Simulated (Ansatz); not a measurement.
All numbers below come from Ansatz 0.2.0, DFT PBE, scalar-relativistic, plane waves, PAW. All cells share a 420 eV cutoff and Γ-centred k meshes spaced at most about 0.3 Å⁻¹ (about 0.25 or finer for metals, 2π included). No spin polarisation.

Formation energies are uncorrected and refer to the elements' standard structures at the same level (N₂ as a molecule). The references include grey tin.

All energies are static (0 K, no zero-point motion). Larger cells and other orderings weren't all tried, so the list isn't exhaustive.

A search for Mg₃SnN₂ gave 5 distinct relaxed structures. Coordination counts N atoms around Mg and Sn (those within 1.25 times the shortest such distance or 1.15 times the sum of covalent radii; a plus sign parts nearer from farther groups; the shortest distance is added where it is long for a bond; a slash parts the counts of unlike sites). Cells relaxed within their symmetry can be saddle points.

Question: What is the best candidate for Mg₃SnN₂?

Answer: The one with space group P6/mmm (No. 191), reached from: NdB2Rh3 type (P6/mmm). It has a = 5.769 Å, c = 2.989 Å, 14.4 Å³/atom, no gap on the mesh. Mg has 4 N at 2.24 Å, 6 Mg at 2.88–2.99 Å and 4 Sn at 3.25 Å; around Sn lie 2 Sn at 2.99 Å, 12 Mg at 3.25 Å and 6 N at 3.33 Å; around N lie 6 Mg at 2.24 Å, 2 N at 2.99 Å, 3 N at 3.33 Å and 3 Sn at 3.33 Å. Its energy over the elements is −0.24 eV/atom. A negative formation energy is needed for stability but isn't enough: competing phases decide. An observed structure of this formula, if there is one, may be missing.

```xyz
6
Lattice="5.7687 0.0000 0.0000 -2.8843 4.9958 0.0000 0.0000 0.0000 2.9891" Properties=species:S:1:pos:R:3 pbc="T T T"
Mg    2.8843    0.0000    1.4945
Mg    1.4422    2.4979    1.4945
Mg   -1.4422    2.4979    1.4945
Sn    0.0000    0.0000    0.0000
N     0.0000    3.3305    0.0000
N     2.8843    1.6653    0.0000
```

Question: How much higher is the I4/mmm structure with 24.4 Å³/atom and coordination Mg 2/8 from 3.6 Å, Sn 2 (reached from: random cell)?

Answer: 1.16 eV/atom. It has no gap on its mesh.

Question: How much higher is the P6/mmm structure with 56.5 Å³/atom and coordination Mg 4+8 from 5.8 Å, Sn 2+2 from 5.0 Å (reached from: random cell)?

Answer: 0.53 eV/atom. It has no gap on its mesh. It holds N–N pairs as short as in free N₂ molecules (shortest 1.10 Å).
